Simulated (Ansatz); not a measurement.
Ag: strain energy, fitted

Ag, Fm-3m, a = 4.054 Å. Ansatz: PBEsol, PAW, 420 eV, Γ-centred 18×18×14 mesh on 2 atoms, Gaussian smearing 0.10 eV; no spin polarisation. Series: biaxial strain in the a-b plane, c and atoms relaxed; x is the strain in per cent. The axes a, b, c are those of the computed cell (2.867, 2.867, 4.054 Å), along [1 1 0], [-1 1 0], [0 0 1] of the cell named above. y is the free energy over the unstrained cell, V0 = 16.662 Å³/atom.

```
x (%) y (meV/atom)
 -4.5             ?
 -3.0         12.57
 -1.5          3.14
  0.0          0.00
  1.5          1.49
  3.0          6.59
  4.5         13.83
```

Fit y = c2 x² + c3 x³ to the other rows, turn c2 into a modulus, and predict the missing energy.

Least squares on the rows shown. y = 1.0963 x² − 0.095027 x³. In eV per unit strain² c2 is 10.96; M is the biaxial modulus (E = M V0 ε²): 10.96 × 160.2 / (16.662) = 105 GPa. With a term in x⁴ added, the coefficient of x² becomes 0.9721, 11 % less, which shows how far this figure hangs on the form. At x = -4.5 the fit asked for gives 30.86 meV/atom. The run gave 29.42 meV/atom, so the fit is 1.44 meV/atom too high, 4.9 % of the span of the series, against an rms of 0.48 meV/atom on the fitted rows. The row lies outside the fitted range. With a term in x⁴ added, a fit to the same known rows predicts 34.27 meV/atom, further off still.